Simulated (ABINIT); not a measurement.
# Rh (Fm-3m) in ABINIT: further runs, part 2 of 2

ABINIT 10.8.3 (patched build). The steps go on from the part before.

**3. Single point, r2SCAN**

Input file run.abi:

```
# Pseudopotentials
pp_dirpath "./"
pseudos "Rh.GGA_PBE-JTH.xml"

# Structure
acell 2.6839652093 2.6839652093 2.6839652093 Angstrom
rprim
     0.0000000000     0.7071067812     0.7071067812
     0.7071067812     0.0000000000     0.7071067812
     0.7071067812     0.7071067812     0.0000000000
ntypat 1
znucl 45
natom 1
typat 1
xred
     0.0000000000     0.0000000000     0.0000000000

# Plane-wave basis
ecut 24.0
pawecutdg 46.0

# k points
kptopt 1
ngkpt 5 5 5
nshiftk 1
shiftk 0.0 0.0 0.0

# Exchange and correlation
ixc -497498
usekden 1
pawxcdev 0

# Bands and occupations
nband 13
occopt 3
tsmear 0.05 eV

# SCF cycle
nstep 100
tolvrs 1.0e-7

# Output
iomode 3
prtwf 0
prtden 0
prteig 0
prtebands 0
enunit 2
```

Potentials or basis: JTH PAW PBE v2.0.

The run is started by

```sh
$ abinit run.abi > log 2>&1
```

run.abo:

```text
.Version 10.8.3 of ABINIT
 Symmetries : space group Fm -3 m (#225); Bravais cF (face-center cubic)
================================================================================
 Values of the parameters that define the memory need of the present run
     intxc =       0    ionmov =       0      iscf =      17    lmnmax =      18
     lnmax =       6     mgfft =      24  mpssoang =       3    mqgrid =    3001
     natom =       1  nloc_mem =       2    nspden =       1   nspinor =       1
    nsppol =       1      nsym =      48    n1xccc =       1    ntypat =       1
    occopt =       3   xclevel =       2
       mpw =         525          nfft =       13824          nkpt =          10
 PAW method is used; the additional fine FFT grid is defined by:
   mgfftf=        32    nfftf =     32768
================================================================================
================================================================================

--------------------------------------------------------------------------------
------------- Echo of variables that govern the present computation ------------
--------------------------------------------------------------------------------
 -outvars: echo values of preprocessed input variables --------
            acell      5.0719591770E+00  5.0719591770E+00  5.0719591770E+00 Bohr
              amu      1.02905500E+02
             ecut      2.40000000E+01 Hartree
           enunit           2
              ixc     -497498
         kptrlatt        5    0    0      0    5    0      0    0    5
          kptrlen      2.53597959E+01
            natom           1
            nband          13
            ngfft          24      24      24
          ngfftdg          32      32      32
             nkpt          10
            nstep         100
             nsym          48
           ntypat           1
           occopt           3
        pawecutdg      4.60000000E+01 Hartree
         pawxcdev           0
           prtden           0
        prtebands           0
           prteig           0
          prtkden           1
            prtwf           0
            rprim      0.0000000000E+00  7.0710678120E-01  7.0710678120E-01
                       7.0710678120E-01  0.0000000000E+00  7.0710678120E-01
                       7.0710678120E-01  7.0710678120E-01  0.0000000000E+00
          spgroup         225
           tolvrs      1.00000000E-07
           tsmear      1.83746611E-03 Hartree
            typat      1
          usekden           1
           useylm           1
            znucl       45.00000

[... 138 lines left out ...]
 kpt#   1, nband= 13, wtk=  0.00800, kpt=  0.0000  0.0000  0.0000 (reduced coord)
  -2.38204   -1.15547   -1.15547   -1.15547    0.29876    0.48357    0.48357    0.48357
   0.56131    0.56131    1.21237    1.42471    1.42471
      occupation numbers for kpt#   1
   2.00000    2.00000    2.00000    2.00000    2.00000    2.00000    2.00000    2.00000
   2.00000    2.00000    0.00000    0.00000    0.00000
 prteigrs : prtvol=0 or 1, do not print more k-points.

 Fermi (or HOMO) energy (eV) =  16.61718   Average Vxc (eV)= -14.42698
 Eigenvalues (   eV  ) for nkpt=  10  k points:
 kpt#   1, nband= 13, wtk=  0.00800, kpt=  0.0000  0.0000  0.0000 (reduced coord)
 -64.81865  -31.44206  -31.44206  -31.44206    8.12970   13.15854   13.15854   13.15854
  15.27405   15.27405   32.99016   38.76845   38.76845
 prteigrs : prtvol=0 or 1, do not print more k-points.

--- !EnergyTerms
iteration_state     : {dtset: 1, }
comment             : Components of total free energy in Hartree
kinetic             :  1.50793078596098E+01
hartree             :  1.87632708917559E+01
xc                  : -4.96114584444187E+00
Ewald energy        : -9.23641366780867E+01
psp_core            :  4.05722984772023E+00
local_psp           : -7.24495291497340E+01
PAW spherical_terms :  3.62967199687277E+01
internal            : -9.55782831044489E+01
'-kT*entropy'       : -8.47688702919433E-04
total_energy        : -9.55791307931518E+01
total_energy_eV     : -2.60084064506759E+03
...

--- !EnergyTermsDC
iteration_state     : {dtset: 1, }
comment             : '"Double-counting" decomposition of free energy'
band_energy         : -7.43426730061430E+00
Ewald energy        : -9.23641366780867E+01
psp_core            :  4.05722984772023E+00
xc_dc               : -1.68827878037258E+01
PAW spherical_terms :  1.70457117588731E+01
internal            : -9.55782501758334E+01
'-kT*entropy'       : -8.47688702919433E-04
total_energy_dc     : -9.55790978645364E+01
total_energy_dc_eV  : -2.60083974903432E+03
...

--- !EnergyTermsWithPAWCore
iteration_state     : {dtset: 1, }
comment             : 'Components of total free energy, including PAW core contributions'
Total energy        : -4.78483323365445E+03
Total energy DC     : -4.78483320072583E+03
Total energy (eV)   : -1.30201945243577E+05
Total energy DC (eV): -1.30201944347544E+05
...

 Cartesian components of stress tensor (hartree/bohr^3)
  sigma(1 1)= -1.51520920E-04  sigma(3 2)=  0.00000000E+00
  sigma(2 2)= -1.51520920E-04  sigma(3 1)=  0.00000000E+00
  sigma(3 3)= -1.51520920E-04  sigma(2 1)=  0.00000000E+00

-Cartesian components of stress tensor (GPa)         [Pressure=  4.4579E+00 GPa]
- sigma(1 1)= -4.45789937E+00  sigma(3 2)=  0.00000000E+00
- sigma(2 2)= -4.45789937E+00  sigma(3 1)=  0.00000000E+00
- sigma(3 3)= -4.45789937E+00  sigma(2 1)=  0.00000000E+00

== END DATASET(S) ==============================================================
================================================================================

 -outvars: echo values of variables after computation  --------
            acell      5.0719591770E+00  5.0719591770E+00  5.0719591770E+00 Bohr
           etotal     -9.5579097865E+01
            fcart     -0.0000000000E+00 -0.0000000000E+00 -0.0000000000E+00
            rprim      0.0000000000E+00  7.0710678120E-01  7.0710678120E-01
                       7.0710678120E-01  0.0000000000E+00  7.0710678120E-01
                       7.0710678120E-01  7.0710678120E-01  0.0000000000E+00
           strten     -1.5152091984E-04 -1.5152091984E-04 -1.5152091984E-04
                       0.0000000000E+00  0.0000000000E+00  0.0000000000E+00
 Calculation completed.
```

It took 14 s on 1 thread of Arm Neoverse V2, shared host; peak memory 0.11 GiB.

What came out:

* Free energy: -2600.8397 eV
* Pressure: 4.5 GPa
* Band gap on the k mesh: none (metal or under the smearing width)
* Valence electrons inside the program's atomic spheres: Rh 14.89 (radii [1.1708] Å)

Levels at points of the mesh, in eV from the Fermi level:
```tsv
k point	band 6	band 7	band 8	band 9	band 10	band 11	band 12	band 13
(0.00, 0.00, 0.00)	-3.46	-3.46	-3.46	-1.34	-1.34	16.37	22.15	22.15
```

Caveat: the k mesh is coarse (spacing up to 0.57 Å⁻¹), so the values aren't converged; totals of a meta-GGA on PAW files have another zero than those of a GGA; the PAW data sets were made with another functional, which shifts forces and pressure a little.

**4. Single point, PBE**

Edit run.abi of step 3 so:

```diff
@@ -18,4 +18,4 @@
 # Plane-wave basis
-ecut 24.0
-pawecutdg 46.0
+ecut 544.227725 eV
+pawecutdg 40.0
 
@@ -23,3 +23,3 @@
 kptopt 1
-ngkpt 5 5 5
+ngkpt 10 10 10
 nshiftk 1
@@ -28,5 +28,3 @@
 # Exchange and correlation
-ixc -497498
-usekden 1
-pawxcdev 0
+ixc 11
 
@@ -35,3 +33,3 @@
 occopt 3
-tsmear 0.05 eV
+tsmear 0.00183747
 
@@ -39,3 +37,3 @@
 nstep 100
-tolvrs 1.0e-7
+tolvrs 1.0e-9
 
@@ -47,2 +45,2 @@
 prtebands 0
-enunit 2
+enunit 1
```

The run is started by

```sh
$ abinit run.abi > log 2>&1
```

Run time: 18 s. Hardware: 1 thread of Arm Neoverse V2, shared host; peak memory 0.12 GiB.

It converged, with:

```yaml
Free_energy: -3031.8983 eV
Pressure: 7.4 GPa
Band_gap_on_the_k_mesh: none (metal or under the smearing width)
Valence_electrons_inside_the_program's_atomic_spheres: Rh 14.89 (radii [1.1708] Å)
```

Levels at points of the mesh, in eV from the Fermi level:
```
           k point  band 6  band 7  band 8  band 9  band 10  band 11
(0.00, 0.00, 0.00)   -3.14   -3.14   -3.14   -1.03    -1.03    15.85
(0.50, 0.00, 0.00)   -3.22   -3.22    0.55    0.55     0.67     8.66
(0.50, 0.50, 0.00)   -6.04    0.52    0.97    0.97     3.22    12.30
```

**5. Single point, PBEsol**

Input file run.abi:

```
pp_dirpath "./"
pseudos "Rh.GGA_PBE-JTH.xml"

acell 5.0719591737 5.0719591737 5.0719591737
rprim
     0.0000000000     0.7071067812     0.7071067812
     0.7071067812     0.0000000000     0.7071067812
     0.7071067812     0.7071067812     0.0000000000
ntypat 1
znucl 45
natom 1
typat 1
xcart
     0.0000000000     0.0000000000     0.0000000000 Angstrom

ecut 544.227725 eV
pawecutdg 40.0

kptopt 1
ngkpt 7 7 7
nshiftk 1
shiftk 0.0 0.0 0.0

ixc -116133

nband 13
occopt 3
tsmear 0.05 eV

nstep 100
tolvrs 1.0e-9

iomode 3
prtwf 0
prtden 0
prteig 0
prtebands 0
enunit 1
```

The run is started by

```sh
$ abinit run.abi > log 2>&1
```

Wall time 7 s (1 thread of Arm Neoverse V2, shared host); peak memory 0.12 GiB.

The run converged. Its results:

| Item | Value |
| --- | --- |
| Free energy | -3031.5580 eV |
| Pressure | -4.6 GPa |
| Band gap on the k mesh | none (metal or under the smearing width) |
| Valence electrons inside the program's atomic spheres | Rh 14.88 (radii [1.1708] Å) |

Levels at points of the mesh, in eV from the Fermi level:
```csv
k point,band 6,band 7,band 8,band 9,band 10,band 11
"(0.00, 0.00, 0.00)",-3.17,-3.17,-3.17,-1.03,-1.03,15.84
```

Caveat: the k mesh is coarse (spacing up to 0.41 Å⁻¹), so the values aren't converged; the PAW data sets were made with another functional, which shifts forces and pressure a little.

**6. Single point, PBE**

Input file run.abi:

```
# Pseudopotentials
pp_dirpath "./"
pseudos "Rh.GGA_PBE-JTH.xml"

# Structure
acell 3*1.0 Angstrom
rprim
     0.0000000000     1.8978500000     1.8978500000
     1.8978500000     0.0000000000     1.8978500000
     1.8978500000     1.8978500000     0.0000000000
ntypat 1
znucl 45
natom 1
typat 1
xred
     0.0000000000     0.0000000000     0.0000000000

# Plane-wave basis
ecut 16.0
pawecutdg 32.0

# k points
kptopt 1
ngkpt 5 5 5
nshiftk 1
shiftk 0.0 0.0 0.0

# Exchange and correlation
ixc 11

# Bands and occupations
nband 13
occopt 3
tsmear 0.00183747

# SCF cycle
nstep 100
tolvrs 1.0e-9

# Output
iomode 3
prtwf 0
prteig 0
prtebands 0
enunit 1
prtvol 2
prtden 1
prtvha 1
prtvclmb 1
prtpot 1
```

Potentials or basis: JTH PAW PBE v2.0.

The run is started by

```sh
$ abinit run.abi > log 2>&1
```

Run time: 2.5 s. Hardware: 1 thread of Arm Neoverse V2, shared host; peak memory 0.11 GiB.

It converged, with:

```yaml
Free_energy: -3031.7340 eV
Pressure: 9.8 GPa
Band_gap_on_the_k_mesh: none (metal or under the smearing width)
Valence_electrons_inside_the_program's_atomic_spheres: Rh 14.89 (radii [1.1708] Å)
```

Levels at points of the mesh, in eV from the Fermi level:
| k point | band 6 | band 7 | band 8 | band 9 | band 10 | band 11 | band 12 | band 13 |
| --- | --- | --- | --- | --- | --- | --- | --- | --- |
| (0.00, 0.00, 0.00) | -3.37 | -3.37 | -3.37 | -1.25 | -1.25 | 15.60 | 21.07 | 21.07 |

Caveat: the k mesh is coarse (spacing up to 0.57 Å⁻¹), so the values aren't converged.

**7. Summary**

```tsv
level	potentials or basis	k mesh	cutoff (eV)	fine-grid cutoff	mesh quality	gap on the mesh (eV)	pressure (GPa)
LDA	JTH PAW LDA v2.0	10 × 10 × 10	544	1088.46 eV	not flagged	none	-9.7
r2SCAN	JTH PAW PBE v2.0	5 × 5 × 5	653	1251.72 eV	coarse	none	4.5
PBE	JTH PAW PBE v2.0	10 × 10 × 10	544	1088.46 eV	not flagged	none	7.4
PBEsol	JTH PAW PBE v2.0	7 × 7 × 7	544	1088.46 eV	coarse	none	-4.6
PBE	JTH PAW PBE v2.0	5 × 5 × 5	435	870.764 eV	coarse	none	9.8
```

Alike in all rows: task single point; no spin polarisation; cell as given; smearing fermi-dirac 0.05 eV.

Caveats: some runs use coarse meshes; the PAW data sets were made with another functional, which shifts forces and pressure a little (some runs); totals of a meta-GGA on PAW files have another zero than those of a GGA (some runs).

Absolute energies hang on the potentials; compare differences alone.
